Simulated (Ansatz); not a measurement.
Clusters are cut from relaxed bulk InSb (F-43m, 36.51 Å³/atom, gap on the mesh 0.00 eV) and relaxed in a periodic box with vacuum; the excess energy counts from that bulk. Caps count from half an H2 molecule.

Theory: DFT PBE, scalar-relativistic, plane waves, PAW in Ansatz 0.2.0.

Plane waves to 420 eV, a k mesh through Γ of 1×1×1 on the computed 28-atom cell and Gaussian smearing (0.05 eV); no spin polarisation.

Start (Sb5In5H18, sphere cut):

```xyz
28
Lattice="16.6000 0.0000 0.0000 0.0000 16.9000 0.0000 0.0000 0.0000 17.2000" Properties=species:S:1:pos:R:3 pbc="T T T"
Sb    8.3000    6.7913   10.2587
In    6.6413    8.4500    8.6000
Sb    8.3000   10.1087    6.9413
In    9.9587    5.1326    8.6000
In    9.9587   11.7674    8.6000
Sb    4.9826    6.7913    6.9413
Sb   11.6174    6.7913    6.9413
In    9.9587    8.4500    5.2826
In    9.9587    8.4500   11.9174
Sb   11.6174   10.1087   10.2587
H     7.3127    5.8040   11.2460
H     5.6367    9.4546    9.6046
H     7.3127   11.0960    5.9540
H     8.9541    4.1280    7.5954
H    10.9633    4.1280    9.6046
H     8.9541   12.7720    9.6046
H    10.9633   12.7720    7.5954
H     5.9698    5.8040    5.9540
H     3.9953    5.8040    7.9286
H     3.9953    7.7786    5.9540
H    12.6047    5.8040    5.9540
H    12.6047    7.7786    7.9286
H     8.9541    7.4454    4.2780
H    10.9633    9.4546    4.2780
H     8.9541    9.4546   12.9220
H    10.9633    7.4454   12.9220
H    12.6047   11.0960   11.2460
H    12.6047    9.1214    9.2714
```

Task: What does the relaxation give?

Result: The free energy falls by 58 meV/atom.

```
excess energy (eV per host atom)                      : 0.866
gap on the mesh (eV)                                  : 3.36
highest filled level or Fermi level under vacuum (eV) : 5.98
```

Relaxed structure:
```
CELL_PARAMETERS angstrom
16.60000 0.00000 0.00000
0.00000 16.90000 0.00000
0.00000 0.00000 17.20000
ATOMIC_POSITIONS crystal
Sb 0.52112 0.41249 0.60642
In 0.42634 0.51175 0.51155
Sb 0.52113 0.60831 0.41402
In 0.57364 0.28492 0.50651
In 0.61113 0.72648 0.50209
Sb 0.36200 0.38808 0.39004
Sb 0.64651 0.38704 0.38902
In 0.57366 0.50663 0.28868
In 0.61113 0.50213 0.72253
Sb 0.68016 0.61633 0.61430
H 0.44467 0.36945 0.65855
H 0.32707 0.53553 0.53491
H 0.44467 0.66136 0.37173
H 0.48546 0.25230 0.46169
H 0.64786 0.22811 0.54935
H 0.54063 0.78083 0.55351
H 0.68857 0.75876 0.44281
H 0.40650 0.32391 0.32695
H 0.29535 0.32094 0.42781
H 0.29532 0.42651 0.32409
H 0.70716 0.32909 0.33207
H 0.72480 0.43369 0.43485
H 0.48548 0.46102 0.25659
H 0.64789 0.55023 0.23287
H 0.54064 0.55447 0.77593
H 0.68858 0.44181 0.75424
H 0.74744 0.67067 0.66769
H 0.75296 0.56558 0.56444
```

Spin-orbit coupling is left out, which matters for the bands of heavy elements.

Each run keeps its start's symmetry and one magnetic start, so lower states can exist.

Time: 2.9 min on 4 threads of Arm Neoverse V2, on a shared host, peak memory 2.9 GiB.